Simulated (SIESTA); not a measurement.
Crystal: Al.

```
Al
1.0
    -1.57590    1.65692    1.65798
     1.47948   -1.59764    1.50228
     1.61445    1.63620   -1.59870
Al
1
Direct
  0.00000 0.00000 0.00000
```

This isn't the form of Al at room conditions, which is fcc.

Base run:

* Program: SIESTA 5.4.2
* Functional: PBEsol
* Potentials or basis: PseudoDojo 0.4 standard (PBEsol files)
* Basis: DZP (energy shift 0.003 Ry)
* Grid cutoff: 500 Ry
* Energy shift: 0.003 Ry
* k mesh: 11 × 12 × 12
* Occupations: fermi-dirac, width 0.05 eV
* Spin: no spin polarisation

Its results: band gap on the k mesh none (metal or under the smearing width); pressure 3.4 GPa.

Problem. The run is repeated on the same cell with these changes: functional from PBEsol to LDA; potentials or basis from PseudoDojo 0.4 standard (PBEsol files) to PseudoDojo 0.4 standard (LDA files). What comes out?

Solution. Band gap on the k mesh none (metal or under the smearing width); pressure 1.4 GPa.

Caveats: the basis of atomic orbitals isn't converged, which shifts pressures, moduli and gaps.
